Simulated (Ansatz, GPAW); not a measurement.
# Pb: programs and potentials compared

```
Pb
1.0
     3.42887    0.00000    0.00000
    -1.14296    3.23277    0.00000
    -1.14296   -1.61639    2.79966
Pb
1
Direct
  0.00000 0.00000 0.00000
```

This isn't the form of Pb at room conditions, which is fcc.

Alike in all runs: task single point; functional PBEsol; k mesh 9 × 9 × 9; occupations gaussian, width 0.02 eV; no spin polarisation; no spin-orbit coupling. Pressure is positive in compression and, in plane waves, holds the error of the finite cutoff, which Ansatz's Pulay term estimates and takes out.

```tsv
program and potentials	plane-wave cutoff (eV)	notes	pressure (GPa)
Ansatz, Ansatz PAW	420	potentials made for PBE, which Ansatz adapts in part	-2.05
Ansatz, all-electron LAPW, scalar-relativistic	-	-	?
GPAW, PAW data sets generated for this functional	600	-	-2.29
```

**Question.** Estimate from the other rows what the run with Ansatz, all-electron LAPW, scalar-relativistic gave.

**Answer.** Pressure -2.04 GPa. The other rows, which needn't bracket it: pressure -2.29 to -2.05.
